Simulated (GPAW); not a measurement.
## Te in GPAW: the effect of dispersion

The system is Te.

```
Te
1.0
     2.30590    1.33131    1.69095
    -2.30590    1.33131    1.69095
     0.00000   -2.66263    1.69095
Te
1
Cartesian
  0.0000 0.0000 2.5364
```

This isn't the form of Te at room conditions, which is trigonal, of chains.

Alike in all runs:

```yaml
Program: GPAW 26.7.0
Task: relaxation of cell and atoms
Functional: PBE
Potentials_or_basis: GPAW PAW data sets (gpaw-data 1.2.1)
Cutoff: 600 eV
Basis: pw
k_mesh: 9 × 9 × 9
Occupations: fermi-dirac, width 0.05 eV
Spin: no spin polarisation
```

Each run relaxes the cell or the atoms first.

| dispersion | relaxed volume (Å³/atom) |
| --- | --- |
| none | ? |
| D3(BJ) | 30.95 |
| D4 | 30.91 |

What does the run with dispersion none give?

Relaxed volume 32.63 Å³/atom.

Caveats: later steps reuse the first step's grids; pairwise dispersion overbinds metals, which lowers pressure and volume (some runs).
